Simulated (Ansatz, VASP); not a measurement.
# Sc in VASP and in Ansatz

```
CELL_PARAMETERS angstrom
0.00000 2.28974 2.28974
2.28974 0.00000 2.28974
2.28974 2.28974 0.00000
ATOMIC_POSITIONS crystal
Sc 0.00000 0.00000 0.00000
```

Change from the starting cell: volume scaled by 1.04.

Alike in both runs: task single point; functional PBE; k mesh 10 × 10 × 10; occupations fermi-dirac, width 0.05 eV; no spin polarisation.

|  | VASP | Ansatz |
| --- | --- | --- |
| version | VASP 6.6.1 | Ansatz 0.2.0 |
| potentials or method | VASP PAW PBE potentials, release 64 (Sc_sv), cutoff 520 eV | all-electron LAPW, scalar-relativistic |

|  | VASP | Ansatz | Ansatz less VASP |
| --- | --- | --- | --- |
| gap on the k mesh at the Fermi level (eV) | none | none | - |
| pressure (GPa) | 1.5 | 1.5 | -0.03 |

A gap of «none» marks a metal or a gap that the smearing closes. Ansatz ran all-electron here, so the differences hold the error of VASP's frozen core and of both bases.
